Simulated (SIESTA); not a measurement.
GaN under changes of volume

One of the cells (11.444 Å³/atom); the others are scaled copies at fixed shape and fractional positions:

```xyz
2
Lattice="0.0000 2.2535 2.2535 2.2535 0.0000 2.2535 2.2535 2.2535 0.0000" Properties=species:S:1:pos:R:3 pbc="T T T"
Ga    0.0000    0.0000    0.0000
N     1.1268    1.1268    1.1268
```

The cell is a database's computed one.

- Program: SIESTA 5.4.2
- Functional: PBE
- Potentials or basis: PseudoDojo 0.4 standard (PBE files)
- Basis: TZP (energy shift 0.003 Ry; two zetas on semicore shells)
- Grid cutoff: 800 Ry
- Energy shift: 0.003 Ry
- k mesh: 10 × 10 × 10
- Occupations: fermi-dirac, width 0.05 eV
- Spin: no spin polarisation

| volume (Å³/atom) | energy over the lowest point (meV/atom) | pressure (GPa) | gap on the mesh (eV) |
| --- | --- | --- | --- |
| 10.757 | 69.59 | 22.3 | 2.26 |
| 10.986 | 41.96 | 16.5 | 2.12 |
| 11.215 | 22.20 | 11.4 | 1.98 |
| 11.444 | 9.02 | 7.2 | 1.85 |
| 11.673 | ? | ? | ? |
| 11.902 | 0.00 | -0.5 | 1.58 |
| 12.131 | 2.89 | -3.5 | 1.45 |

**Question.** What does the run at 11.673 Å³/atom give?

**Answer.** Energy over the lowest point 1.69 meV/atom; pressure 3.1 GPa; gap on the mesh 1.71 eV.

Worked out: A Birch-Murnaghan fit of order 3 (a polynomial in V^(-2/3)) to the other rows has its minimum at 11.87 Å³/atom with B0 = V·E''(V) = 172 GPa and B' = 5.3. It gives 1.88 meV/atom at 11.673 Å³/atom, against the run's 1.69, and -dE/dV = 3.1 GPa, against 3.1. A straight line through the other rows of the gap, of slope -6.74 eV per unit of ln V (its deformation potential), gives 1.71 eV, against the run's 1.71.

Energies are extrapolated to zero smearing.

Caveats: the basis of atomic orbitals isn't converged, which shifts pressures, moduli and gaps.

A mesh can miss the band edges. Spin-orbit coupling on Ga is left out.
